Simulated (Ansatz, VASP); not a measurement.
## One calculation of InSb, two programs

```xyz
2
Lattice="0.0000 3.1493 3.1493 3.1493 0.0000 3.1493 3.1493 3.1493 0.0000" Properties=species:S:1:pos:R:3 pbc="T T T"
In    0.0000    0.0000    0.0000
Sb    4.7240    4.7240    4.7240
```

Alike in both runs: functional r2SCAN; k mesh 12 × 12 × 12; occupations fermi-dirac, width 0.1 eV; no spin polarisation.

Ansatz relaxed the structure, and its values are those at the end. VASP's run is a single point on that final structure, the one shown.

|  | VASP | Ansatz |
| --- | --- | --- |
| version | VASP 6.6.1 | Ansatz 0.2.0 |
| potentials or method | VASP PAW PBE potentials, release 64 (In_d, Sb) | PAW with Ansatz's default frozen-core files, scalar-relativistic |
| plane-wave cutoff (eV) | 520 | 500 |
| valence electrons in the cell | 18 | 28 |

|  | VASP | Ansatz | Ansatz less VASP |
| --- | --- | --- | --- |
| pressure (GPa) | 7.0 | 7.0 | 0.00 |

The two sets of potentials don't hold the same shells in valence.

Caveats: the PAW data sets were made with another functional, which shifts forces and pressure a little (VASP). A k mesh can miss the band edges.
